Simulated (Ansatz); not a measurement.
Crystal: SnSe2.

```
CELL_PARAMETERS angstrom
3.81100 0.00000 0.00000
-1.90550 3.30042 0.00000
0.00000 0.00000 6.13600
ATOMIC_POSITIONS crystal
Sn 0.00000 0.00000 0.00000
Se 0.66667 0.33333 0.75100
Se 0.33333 0.66667 0.24900
```

| Property | Result |
| --- | --- |
| Program | Ansatz 0.2.0 |
| Task | relaxation of cell and atoms |
| Functional | HSE06 |
| Potentials or basis | Ansatz PAW |
| Cutoff | 420 eV (not typed: the program's choice for these potentials) |
| k mesh | 6 × 6 × 4 |
| Occupations | fermi-dirac, width 0.05 eV |
| Spin | no spin polarisation |

At the start: volume 25.73 Å³/atom.

Question: How do energy, volume and symmetry change on relaxing?

Answer: It ends after 8 steps and the volume is 28.95 Å³/atom (+12.5 %); space group P-3m1 (No. 164, to 0.05 Å).

Step by step:
| step | energy change (eV) | largest force (eV/Å) | volume (Å³) |
| --- | --- | --- | --- |
| 1 | 0.0000 | 0.3308 | 77.18 |
| 2 | -0.0298 | 0.0038 | 80.19 |
| 3 | -0.0396 | 0.0188 | 81.99 |
| 4 | -0.0469 | 0.0083 | 84.39 |
| 5 | -0.0480 | 0.0037 | 85.77 |
| 6 | -0.0481 | 0.0000 | 86.57 |
| 7 | -0.0481 | 0.0053 | 86.84 |
| 8 | -0.0515 | 0.0070 | 86.84 |

Final structure:
```
Sn Se
1.0
     3.82786    0.00000    0.00000
    -1.91393    3.31503    0.00000
     0.00000    0.00000    6.84368
Sn Se
1 2
Direct
  0.00000 0.00000 0.00000
  0.66667 0.33333 0.77185
  0.33333 0.66667 0.22815
```

Caveat: the plane-wave basis is chosen anew once the cell has moved, so the energies of steps on either side of that aren't comparable; this functional lacks dispersion, which binds the layers, so the pressure and a relaxed spacing across them are unreliable; the PAW data sets come from PBE, with cores solved anew for the run's functional, which leaves a small shift of forces and pressure.
